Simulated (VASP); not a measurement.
GaP: single point with PBE

GaP:

```xyz
2
Lattice="0.0000 2.5585 2.5585 2.5585 0.0000 2.5585 2.5585 2.5585 0.0000" Properties=species:S:1:pos:R:3 pbc="T T T"
Ga    0.0000    0.0000    0.0000
P     2.5585    2.5585    2.5585
```

The cell was built by a generator and needn't be a form met in nature.

```json
{
 "Program": "VASP 6.6.1",
 "Task": "single point",
 "Functional": "PBE",
 "Potentials or basis": "VASP PAW PBE potentials, release 64 (Ga_d, P)",
 "Cutoff": "520 eV",
 "k mesh": "8 × 8 × 8",
 "Occupations": "fermi-dirac, width 0.02 eV",
 "Spin": "no spin polarisation"
}
```

```yaml
Pressure: 2.4 GPa
Band_gap_on_the_k_mesh: none (metal or under the smearing width)
```

Levels at points of the mesh, in eV from the Fermi level:
| k point | band 6 | band 7 | band 8 | band 9 | band 10 | band 11 | band 12 | band 13 |
| --- | --- | --- | --- | --- | --- | --- | --- | --- |
| (0.00, 0.00, 0.00) | -13.38 | 0.01 | 0.01 | 0.01 | 1.70 | 7.10 | 7.10 | 7.10 |
| (0.50, 0.00, 0.00) | -10.53 | -7.93 | 0.19 | 0.19 | 3.04 | 3.04 | 3.20 | 5.37 |
| (0.50, 0.50, 0.00) | -9.39 | -5.97 | -3.09 | -2.72 | -2.72 | 3.35 | 11.15 | 11.15 |

Wall time 11 s on 1 thread of Intel(R) Xeon(R) 6975P-C (Granite Rapids) (shared host), peak memory 0.15 GiB.
